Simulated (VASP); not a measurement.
# CdTe (F-43m) in VASP: phonons with PBE

Aim: the phonons of CdTe with PBE.

All numbers are computed with VASP 6.6.1; they aren't measurements. Logs are shortened: lines on timing, memory, paths and dates and some standing lists are left out, and cuts for length are marked.

### 1 The structure

It takes space group F-43m (No. 216, cubic). The conventional cell has a = 6.622 Å, b = 6.622 Å, c = 6.622 Å, α = 90.00°, β = 90.00°, γ = 90.00°. Around Cd (site symmetry -43m) lie 4 Te at 2.87 Å. Te (site symmetry -43m) has 4 Cd at 2.87 Å as nearest neighbours.

### 2 Phonons, PBE

The input, POSCAR:

```
CdTe
1.0
    0.0000000000      3.3111409341      3.3111409341
    3.3111409341      0.0000000000      3.3111409341
    3.3111409341      3.3111409341      0.0000000000
  Cd              Te
     1     1
Direct
     0.0000000000000000    0.0000000000000000    0.0000000000000000
     0.2500000000000000    0.2500000000000000    0.2500000000000000
```

The input, INCAR.step1:

```
PREC = Accurate ; ENCUT = 600
EDIFF = 1E-8 ; ISMEAR = 0
SIGMA = 0.03 ; LREAL = F
LASPH = T ; NELM = 80
ALGO = Normal ; ISIF = 3
LWAVE = F ; LCHARG = F
GGA = PE ; IBRION = 2
NSW = 40 ; EDIFFG = -0.002
```

The input, INCAR.step2:

```
PREC = Accurate ; ENCUT = 600
EDIFF = 1E-8 ; ISMEAR = 0
SIGMA = 0.03 ; LREAL = F
LASPH = T ; NELM = 80
ALGO = Normal ; ISIF = 2
LWAVE = F ; LCHARG = F
GGA = PE ; IBRION = 6
NFREE = 2 ; POTIM = 0.015
NSW = 1 ; LEPSILON = T
```

The input, KPOINTS:

```
Automatic mesh
0
Monkhorst-Pack
  12 12 12
```

Potentials or basis: VASP PAW PBE potentials, release 64 (Cd, Te).

Launch:

```sh
cat potpaw_PBE.64/Cd/POTCAR potpaw_PBE.64/Te/POTCAR > POTCAR
cp INCAR.step1 INCAR
mpirun -np 1 vasp_std > vasp.out
cp CONTCAR POSCAR
cp INCAR.step2 INCAR
mpirun -np 1 vasp_std > vasp.out
```

OUTCAR:

```text
PREC = Accurate
   ENCUT = 600
   EDIFF = 1E-8
   ISMEAR = 0
   LREAL = F
   LASPH = T
   NELM = 80
   ISIF = 2
   GGA = PE
   IBRION = 6
   NFREE = 2
   POTIM = 0.015
   NSW = 1
   LEPSILON = T

 ion  position               nearest neighbor table
   1  0.000  0.000  0.000-   2 2.87   2 2.87   2 2.87   2 2.87
   2  0.250  0.250  0.250-   1 2.87   1 2.87   1 2.87   1 2.87

  LATTYP: Found a face centered cubic cell.
 ALAT       =     6.6222818682

  Lattice vectors:

 A1 = (   0.0000000000,   3.3111409341,   3.3111409341)
 A2 = (   3.3111409341,   0.0000000000,   3.3111409341)
 A3 = (   3.3111409341,   3.3111409341,   0.0000000000)

Analysis of symmetry for initial positions (statically):
=====================================================================
 Subroutine PRICEL returns:
 Original cell was already a primitive cell.

 Routine SETGRP: Setting up the symmetry group for a
 face centered cubic supercell.

 Subroutine GETGRP returns: Found 24 space group operations
 (whereof 24 operations were pure point group operations)
 out of a pool of 48 trial point group operations.

The static configuration has the point symmetry T_d .

Analysis of symmetry for dynamics (positions and initial velocities):
=====================================================================
 Subroutine PRICEL returns:
 Original cell was already a primitive cell.

 Routine SETGRP: Setting up the symmetry group for a
 face centered cubic supercell.

 Subroutine GETGRP returns: Found 24 space group operations
 (whereof 24 operations were pure point group operations)
 out of a pool of 48 trial point group operations.

The dynamic configuration has the point symmetry T_d .

 Subroutine INISYM returns: Found 24 space group operations
 (whereof 24 operations are pure point group operations),
 and found     1 'primitive' translations

----------------------------------------------------------------------------------------

                                     Primitive cell

  volume of cell :      72.6044

  direct lattice vectors                    reciprocal lattice vectors
     0.000000000  3.311140934  3.311140934    -0.151005351  0.151005351  0.151005351
     3.311140934  0.000000000  3.311140934     0.151005351 -0.151005351  0.151005351
     3.311140934  3.311140934  0.000000000     0.151005351  0.151005351 -0.151005351

  length of vectors
     4.682660416  4.682660416  4.682660416     0.261548941  0.261548941  0.261548941

  position of ions in fractional coordinates (direct lattice)
     0.000000000  0.000000000  0.000000000
     0.250000000  0.250000000  0.250000000

  ion indices of the primitive-cell ions
   primitive index   ion index
                 1           1
                 2           2

----------------------------------------------------------------------------------------

 KPOINTS: Automatic mesh

Automatic generation of k-mesh.
 Grid dimensions read from file:
 generate k-points for:   12   12   12

 Generating k-lattice:

  Cartesian coordinates                     Fractional coordinates (reciprocal lattice)
    -0.012583779  0.012583779  0.012583779     0.083333333  0.000000000  0.000000000
     0.012583779 -0.012583779  0.012583779     0.000000000  0.083333333  0.000000000
[... 157 lines left out ...]
           0.000000     8.992875    -0.000000
          -0.000000     0.000000     8.992875
 ------------------------------------------------------

 PIEZOELECTRIC TENSOR (including local field effects)  for field in x, y, z        (e  Angst)
          XX          YY          ZZ          XY          YZ          ZX
  --------------------------------------------------------------------------------
  x     0.00000     0.00000    -0.00000    -0.00000    -2.84174     0.00000
  y     0.00000    -0.00000    -0.00000     0.00000     0.00000    -2.84174
  z     0.00000    -0.00000     0.00000    -2.84174     0.00000     0.00000

 PIEZOELECTRIC TENSOR (including local field effects)  for field in x, y, z        (C/m^2)
          XX          YY          ZZ          XY          YZ          ZX
  --------------------------------------------------------------------------------
  x     0.00000     0.00000    -0.00000    -0.00000    -0.62709     0.00000
  y     0.00000    -0.00000    -0.00000     0.00000     0.00000    -0.62709
  z     0.00000    -0.00000     0.00000    -0.62709     0.00000     0.00000

 BORN EFFECTIVE CHARGES (including local field effects) (in |e|, cummulative output)
 ---------------------------------------------------------------------------------
 ion    1
    1     2.29782    -0.00000    -0.00000
    2     0.00000     2.29782     0.00000
    3     0.00000     0.00000     2.29782
 ion    2
    1    -2.29782     0.00000     0.00000
    2     0.00000    -2.29782     0.00000
    3     0.00000     0.00000    -2.29782

--------------------------------------- Ionic step        2  -------------------------------------------
[... 107 lines left out ...]
--------------------------------------- Ionic step        5  -------------------------------------------

 number of electron      18.0000001 magnetization

 Free energy of the ion-electron system (eV)
  ---------------------------------------------------
  ext. energy  EPLUGINS =         0.00000000
  ---------------------------------------------------
  free energy    TOTEN  =        -4.81236475 eV

  energy without entropy =       -4.81236475  energy(sigma->0) =       -4.81236475

 E-fermi :   1.9450     XC(G=0):  -8.3011

 val. band max:        1.7785550913   @ k =   0.0417   0.0417   0.0417
 cond. band min:       2.5941368260   @ k =   0.0417   0.0417   0.0417
 fundamental gap:      0.8155817347
 Fermi energy:         1.9450478375

 k-point     1 :       0.0417    0.0417    0.0417
  band No.  band energies     occupation
      1      -9.0380      2.00000
      2      -6.3058      2.00000
      3      -6.3003      2.00000
      4      -6.2968      2.00000
      5      -6.0878      2.00000
      6      -6.0877      2.00000
      7       1.5092      2.00000
      8       1.7624      2.00000
      9       1.7786      2.00000
     10       2.5941      0.00000
     11       6.4071      0.00000
     12       6.4361      0.00000
     13       6.4504      0.00000
[... 354 lines left out ...]
  band No.  band energies     occupation
      1      -8.9010      2.00000
      2      -6.2652      2.00000
      3      -6.2639      2.00000
      4      -6.2007      2.00000
      5      -6.0918      2.00000
      6      -6.0800      2.00000
      7      -0.1816      2.00000
      8       1.1458      2.00000
      9       1.1560      2.00000
     10       4.2490      0.00000
     11       5.4962      0.00000
     12       7.4545      0.00000
     13       7.4757      0.00000

 [... further k-points ...]

------------------------ aborting loop because EDIFF is reached ----------------------------------------

  FORCE on cell =-STRESS in cart. coord.  units (eV):
  Direction    XX          YY          ZZ          XY          YZ          ZX
  --------------------------------------------------------------------------------------
  -------------------------------------------------------------------------------------
  Total        0.0038233      0.0050397      0.0050397     -0.0000000      0.0696351      0.0000000
  in kB        0.0843694      0.1112129      0.1112129     -0.0000000      1.5366532      0.0000000
  external PRESSURE =       0.1022651 kB  Pullay stress =       0.0000000 kB
[... 17 lines left out ...]
  FREE ENERGIE OF THE ION-ELECTRON SYSTEM (eV)
  ---------------------------------------------------
  free  energy   TOTEN  =        -4.8123647464 eV

  energy  without entropy=       -4.8123647464  energy(sigma->0) =       -4.81236475

 INTERNAL STRAIN TENSORS FROM DISPLACED ATOMS
 ============================================

 INTERNAL STRAIN TENSOR FOR ION    1 for displacements in x,y,z  (eV/Angst):
          X           Y           Z          XY          YZ          ZX
  --------------------------------------------------------------------------------
  x    -0.00000     0.00000     0.00000     0.00000     4.64035     0.00000
  y     0.00000    -0.00000     0.00000     0.00000     0.00000     4.64035
  z     0.00000     0.00000    -0.00000     4.64035     0.00000     0.00000

 INTERNAL STRAIN TENSOR FOR ION    2 for displacements in x,y,z  (eV/Angst):
          X           Y           Z          XY          YZ          ZX
  --------------------------------------------------------------------------------
  x     0.00000     0.00000     0.00000     0.00000    -4.64097    -0.00000
  y    -0.00000     0.00000    -0.00000     0.00000     0.00000    -4.64097
  z     0.00000     0.00000     0.00000    -4.64097    -0.00000     0.00000

 Eigenvectors and eigenvalues of the dynamical matrix
 ----------------------------------------------------

   1 f  =    3.923679 THz    24.653202 2PiTHz  130.879841 cm-1    16.227025 meV
             X         Y         Z           dx          dy          dz
      0.000000  0.000000  0.000000    -0.729356    0.000000    0.000000
      1.655570  1.655570  1.655570     0.684134    0.000000    0.000000
[... 21 lines left out ...]
   6 f/i=    0.001249 THz     0.007849 2PiTHz    0.041667 cm-1     0.005166 meV
             X         Y         Z           dx          dy          dz
      0.000000  0.000000  0.000000     0.000000    0.434873    0.528134
      1.655570  1.655570  1.655570     0.000000    0.463618    0.563044

--------------------------------------------------------------------------------------------------------

 MACROSCOPIC STATIC DIELECTRIC TENSOR IONIC CONTRIBUTION
 ------------------------------------------------------
           3.495722    -0.000000    -0.000000
          -0.000000     3.495722     0.000000
          -0.000000     0.000000     3.495722
 ------------------------------------------------------

 ELASTIC MODULI CONTR FROM IONIC RELAXATION (kBar)
 Direction    XX          YY          ZZ          XY          YZ          ZX
 --------------------------------------------------------------------------------
 XX          -0.0000     -0.0000     -0.0000      0.0000      0.0000     -0.0000
 YY          -0.0000     -0.0000     -0.0000      0.0000      0.0000      0.0000
 ZZ          -0.0000     -0.0000     -0.0000      0.0000      0.0000     -0.0000
 XY           0.0000      0.0000      0.0000   -126.2442     -0.0000     -0.0000
 YZ           0.0000      0.0000      0.0000     -0.0000   -126.2442     -0.0000
 ZX          -0.0000      0.0000     -0.0000     -0.0000     -0.0000   -126.2442
 --------------------------------------------------------------------------------

 PIEZOELECTRIC TENSOR IONIC CONTR  for field in x, y, z        (C/m^2)
          XX          YY          ZZ          XY          YZ          ZX
  --------------------------------------------------------------------------------
  x    -0.00000    -0.00000    -0.00000     0.00000     0.62510    -0.00000
  y     0.00000    -0.00000     0.00000    -0.00000     0.00000     0.62510
  z    -0.00000    -0.00000    -0.00000     0.62510     0.00000     0.00000
```

Run time: 69 min. Hardware: 1 thread of Intel Xeon 6975P-C (Granite Rapids), shared host; peak memory 2.4 GiB.

What came out:

* Electronic dielectric tensor (diagonal): 8.99
* Born charges (mean of the diagonal): Cd +2.30; Te -2.30 e
* Highest phonon frequency at Γ, LO-TO splitting left out: 131 cm⁻¹

Phonon frequencies in cm⁻¹ (negative: imaginary):
```csv
q point,frequencies
"(0.000, 0.000, 0.000)",0 0 0 131 131 131
```

Electronic dielectric tensor:
```
8.99 0.00 0.00
0.00 8.99 0.00
0.00 0.00 8.99
```

Born effective charge tensors (e):
atom 1, Cd
```
2.30 0.00 0.00
0.00 2.30 0.00
0.00 0.00 2.30
```
atom 2, Te
```
-2.30  0.00  0.00
 0.00 -2.30  0.00
 0.00  0.00 -2.30
```

The run has no spin-orbit coupling, so splittings on Te are missing.
